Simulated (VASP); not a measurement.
Write the native input for VASP 6.6.1 that does the following.

```
Task                   : single point
Functional             : r2SCAN
Potentials or basis    : VASP PAW PBE potentials, release 64 (Nb_sv)
Cutoff                 : 520 eV
k mesh                 : 3 × 3 × 3
Occupations            : gaussian, width 0.1 eV
Spin                   : no spin polarisation
Dipole correction      : no
Further INCAR settings : ALGO = Normal; EDIFF = 1e-06; NBANDS = 90
```

Crystal: Nb.

```
Nb
1.0
     3.40486    1.96580    5.80665
    -3.40486    1.96580    5.80665
     0.00000   -3.93159    5.80665
Nb
12
Cartesian
  -2.1908 1.2648 3.9136
  0.0000 -2.5297 3.9136
  2.1908 1.2648 3.9136
  2.1908 -1.2648 13.5063
  -2.1908 -1.2648 13.5063
  0.0000 2.5297 13.5063
  -1.3940 0.8048 6.2303
  0.0000 -1.6097 6.2303
  1.3940 0.8048 6.2303
  1.3940 -0.8048 11.1897
  -1.3940 -0.8048 11.1897
  0.0000 1.6097 11.1897
```

The cell was built by a generator and needn't be a form met in nature.

One way to write it, as run:

POSCAR

```
Nb
1.0
    3.4048582722      1.9657958400      5.8066526585
   -3.4048582722      1.9657958400      5.8066526585
    0.0000000000     -3.9315916800      5.8066526585
Nb
12
Direct
    0.0101900000      0.6536100000      0.0101900000
    0.0101900000      0.0101900000      0.6536100000
    0.6536100000      0.0101900000      0.0101900000
    0.9898100000      0.3463900000      0.9898100000
    0.3463900000      0.9898100000      0.9898100000
    0.9898100000      0.9898100000      0.3463900000
    0.2211800000      0.6306000000      0.2211800000
    0.2211800000      0.2211800000      0.6306000000
    0.6306000000      0.2211800000      0.2211800000
    0.7788200000      0.3694000000      0.7788200000
    0.3694000000      0.7788200000      0.7788200000
    0.7788200000      0.7788200000      0.3694000000
```

INCAR.step1

```
PREC     = Accurate       # precision mode
ENCUT    = 520            # plane-wave cutoff, eV
ISMEAR   = 0              # smearing method
SIGMA    = 0.1            # smearing width, eV
LREAL    = F              # projectors in reciprocal space
LASPH    = T              # aspherical terms in the spheres
NELM     = 100            # most SCF steps
NBANDS   = 90             # bands
GGA      = PE             # functional
ALGO     = Normal         # electronic algorithm
EDIFF    = 1E-4           # SCF threshold, eV
LWAVE    = T              # write WAVECAR
LCHARG   = F              # write CHGCAR
```

INCAR.step2

```
PREC     = Accurate       # precision mode
ENCUT    = 520            # plane-wave cutoff, eV
EDIFF    = 1E-6           # SCF threshold, eV
ISMEAR   = 0              # smearing method
SIGMA    = 0.1            # smearing width, eV
LREAL    = F              # projectors in reciprocal space
LASPH    = T              # aspherical terms in the spheres
NELM     = 100            # most SCF steps
ALGO     = Normal         # electronic algorithm
ISIF     = 2              # what is computed and relaxed
LWAVE    = F              # write WAVECAR
LCHARG   = F              # write CHGCAR
METAGGA  = R2SCAN         # meta-GGA
LMIXTAU  = T            
NBANDS   = 90             # bands
ISTART   = 1
```

KPOINTS

```
regular mesh
0
Gamma
  3 3 3
```

Potentials or basis: VASP PAW PBE potentials, release 64 (Nb_sv).

Run with:

```console
$ cat potpaw_PBE.64/Nb_sv/POTCAR > POTCAR
$ cp INCAR.step1 INCAR
$ mpirun -np 1 vasp_std > vasp.out
$ cp INCAR.step2 INCAR
$ mpirun -np 1 vasp_std > vasp.out
```

It gave:

```
Pressure               : 44.4 GPa
Largest force          : 3.952 eV/Å
Band gap on the k mesh : none (metal or under the smearing width)
```

Caveat: the k mesh is coarse (spacing up to 0.37 Å⁻¹), so the values aren't converged; a pressure of tens of GPa on the cell as given is suspect, and the run, the potentials or the cell itself is likely at fault; the PAW data sets were made with another functional, which shifts forces and pressure a little.

It took 16 min on 1 thread of Intel(R) Xeon(R) Platinum 8259CL CPU @ 2.50GHz (Skylake/Cascade Lake) (shared host), peak memory 0.44 GiB.
